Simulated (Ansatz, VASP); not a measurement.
# Pt: VASP beside Ansatz

The input INCAR:

```
PREC = Accurate
ENCUT = 520
EDIFF = 1E-6
ISMEAR = -1
SIGMA = 0.05
LREAL = F
LASPH = T
NELM = 150
ALGO = Normal
ISIF = 2
LWAVE = F
LCHARG = F
MAGMOM = 0 0 0
LORBIT = 11
LSORBIT = T
GGA_COMPAT = F
LORBMOM = T
LMAXMIX = 4
NBANDS = 21
```

The input KPOINTS:

```
regular mesh
0
Gamma
  9 9 9
```

Contents of POSCAR:

```
Pt
1.0
    0.0000000000      1.9609000000      1.9609000000
    1.9609000000      0.0000000000      1.9609000000
    1.9609000000      1.9609000000      0.0000000000
Pt
1
Direct
    0.0000000000      0.0000000000      0.0000000000
```

The input input.yaml:

```yaml
crystal:
  lattice:
    - [0.0, 1.9609, 1.9609]
    - [1.9609, 0.0, 1.9609]
    - [1.9609, 1.9609, 0.0]
  atoms:
    - { symbol: Pt, position: [0.0, 0.0, 0.0] }
kpoints:
  mp_grid: { grid: [9, 9, 9] }
  band_path:
    path:
      - [0.0, 0.0, 0.0]
      - [0.5, 0.0, 0.5]
      - [0.5, 0.25, 0.75]
      - [0.375, 0.375, 0.75]
      - [0.0, 0.0, 0.0]
      - [0.5, 0.5, 0.5]
      - [0.625, 0.25, 0.625]
      - [0.5, 0.25, 0.75]
    npoints: 6
scf:
  occupations: { method: fermi_dirac, width: 0.05 }
hamiltonian:
  xc: lda
  pseudopotentials: { kind: all_electron, lapw: { basis_error: 0.001 } }
magnetization:
  noncollinear: true
  spin_orbit: true
output:
  forces: true
  stress: true
  eigenvalues: true
```

Alike in both runs: functional LDA; k mesh 9 × 9 × 9; occupations fermi-dirac, width 0.05 eV; non-collinear spin, spin-orbit coupling.

|  | VASP | Ansatz |
| --- | --- | --- |
| version | VASP 6.6.1 | Ansatz 0.2.0 |
| potentials or method | VASP PAW LDA potentials, release 64 (Pt) | all-electron LAPW, relativistic spinors |
| plane-wave cutoff (eV) | 520 | see its input |
| task | single point | band structure |

Ansatz gave:

* gap on the k mesh at the Fermi level (eV): none
* pressure (GPa): -6.2
* net moment per atom (μB): 0.00

**Question.** Which values does VASP return?

**Answer.** gap on the k mesh at the Fermi level (eV): none; pressure (GPa): -5.3; net moment per atom (μB): 0.00.

A gap of «none» marks a metal or a gap that the smearing closes. Ansatz ran all-electron here, so the differences hold the error of VASP's frozen core and of both bases.

Caveats: the k mesh is thin for a metal, which can move the energy by tens of meV per atom (Ansatz).
